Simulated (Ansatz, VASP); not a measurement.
Two plane-wave programs on LiH

```xyz
2
Lattice="0.0000 2.0388 2.0030 2.0388 0.0000 2.0030 2.0388 2.0388 0.0000" Properties=species:S:1:pos:R:3 pbc="T T T"
Li    0.0000    0.0000    0.0000
H     2.0388    2.0388    2.0030
```

Change from the starting cell: biaxial_xy strain +1.8%.

Alike in both runs: task single point; functional PBE; k mesh 10 × 10 × 10; occupations fermi-dirac, width 0.02 eV; no spin polarisation.

|  | VASP | Ansatz |
| --- | --- | --- |
| version | VASP 6.6.1 | Ansatz 0.2.0 |
| potentials or method | VASP PAW PBE potentials, release 64 (Li_sv, H) | plane waves, PAW |
| plane-wave cutoff (eV) | 520 | 420 |
| valence electrons in the cell | 4 | 4 |

```csv
,VASP,Ansatz,Ansatz less VASP
gap on the k mesh at the Fermi level (eV),2.84,2.84,+0.007
```

With one functional, cell and mesh, what is left measures potentials, basis and numerics.

 A k mesh can miss the band edges.
